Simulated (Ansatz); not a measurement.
# Stress against strain in CdF2

```xyz
3
Lattice="0.0000 2.6940 2.6940 2.6940 0.0000 2.6940 2.6940 2.6940 0.0000" Properties=species:S:1:pos:R:3 pbc="T T T"
Cd    0.0000    0.0000    0.0000
F     1.3470    1.3470    1.3470
F     4.0410    4.0410    4.0410
```

Atoms are numbered in the order listed.

The cell comes from COD entry 9009006, which wasn't checked; take it as a given geometry.

These are results of Ansatz 0.2.0, DFT, LDA, all-electron LAPW, scalar-relativistic, not measurements.

Sampling and basis: a Γ-centred 8×8×8 k mesh, Fermi–Dirac smearing of 0.02 eV, basis error target 1 meV/atom, no spin polarisation.

The strain is applied along the Cartesian axes of the cell as listed (γ is the engineering shear, twice εxy = εyz = εzx). Fractional coordinates are held (clamped ions).

σ is the change of stress from the unstrained cell, which is at -5.67 GPa; tension is positive, so slopes are stress–strain coefficients at that pressure.

Only quantities that a quadratic follows smoothly over the whole series are listed; rougher ones are left out.

```
      γ  σxy (GPa)
-0.0200      -0.46
-0.0100      -0.22
 0.0000       0.00
 0.0200       0.37
```

(1) Fit the series and read off the stiffness at zero strain.

(2) One run, at γ = 0.0100, is withheld. Predict its row.

## Answers

(1) Least-squares fits y = p0 + p1 x + p2 x² to the rows give σxy (GPa): p1 = 20.8, p2 = -110. So C44 (clamped ions) = 21 GPa.

(2) The fits give 0.20; the run gave 0.19.
